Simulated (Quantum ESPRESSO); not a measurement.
HfN, 2 atoms in the cell. It takes space group Fm-3m (No. 225, cubic). The conventional cell has a = 4.512 Å, b = 4.512 Å, c = 4.512 Å, α = 90.00°, β = 90.00°, γ = 90.00°. Hf (site symmetry m-3m) has 6 N at 2.26 Å as nearest neighbours. N (site symmetry m-3m) has 6 Hf at 2.26 Å as nearest neighbours. 

- Program: Quantum ESPRESSO 7.5
- Task: phonons
- Functional: PBE
- Potentials or basis: GBRV 1.5 PBE
- Cutoff: 612 eV
- Density cutoff: 4898 eV
- k mesh: 10 × 10 × 10
- Occupations: cold, width 0.2 eV
- Spin: no spin polarisation
- Target pressure: 20 GPa
- Mixing beta: 0.5
- Most SCF iterations: 120
- SCF threshold: 4e-10 Ry

Potentials or basis: GBRV 1.5 PBE.

The run is started by

```sh
$ OMP_NUM_THREADS=1 pw.x -in pw.in > pw.out
$ OMP_NUM_THREADS=1 pw.x -in relax.in > relax.out
$ OMP_NUM_THREADS=1 pw.x -in scf2.in > scf2.out
$ OMP_NUM_THREADS=1 ph.x -in ph.in > ph.out
$ OMP_NUM_THREADS=1 dynmat.x -in dynmat.in > dynmat.out
```

Hardware: 1 thread of Arm Neoverse V1, on a shared host.

Q: Estimate the wall time of this run.

A: It took 3 min on 1 thread of Arm Neoverse V1, with other jobs on the host, peak memory 0.17 GiB. Counts: scf iterations 59, k pools 1, bands 15, ion steps 5, k points 47, g dense 17933.
